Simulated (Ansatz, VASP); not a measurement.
Si4C: VASP beside Ansatz

```xyz
10
Lattice="-3.9800 3.9800 2.5177 3.9800 -3.9800 2.5177 3.9800 3.9800 -2.5177" Properties=species:S:1:pos:R:3 pbc="T T T"
Si    2.5255   -0.7036    2.7153
Si    3.2764    1.4545   -0.1977
Si    2.5255    3.2764   -1.4565
Si    1.4545    4.6836    0.1977
Si    4.6836    2.5255    1.4565
Si    0.7036    2.5255    2.3200
Si    1.4545    0.7036    1.0612
Si   -0.7036    1.4545    3.9742
C     0.0000    3.9800    1.2588
C     0.0000    0.0000    0.0000
```

Alike in both runs: functional PBE; k mesh 4 × 4 × 4; occupations gaussian, width 0.2 eV; no spin polarisation.

Ansatz relaxed the structure, and its values are those at the end. VASP's run is a single point on that final structure, the one shown.

|  | VASP | Ansatz |
| --- | --- | --- |
| version | VASP 6.6.1 | Ansatz 0.2.0 |
| potentials or method | VASP PAW PBE potentials, release 64 (Si, C) | scalar-relativistic, plane waves, PAW |
| plane-wave cutoff (eV) | 520 | 420 |
| valence electrons in the cell | 40 | 40 |

```csv
,VASP,Ansatz,Ansatz less VASP
gap on the k mesh at the Fermi level (eV),0.82,0.82,-0.001
least direct gap on the mesh (eV),1.66,1.66,0.000
pressure (GPa),-0.3,-0.2,+0.06
rms of the force components (eV/Å),0.032,0.029,-0.0034
```

A k mesh can miss the band edges. PBE gaps usually lie below the measured ones, often by a third to a half.
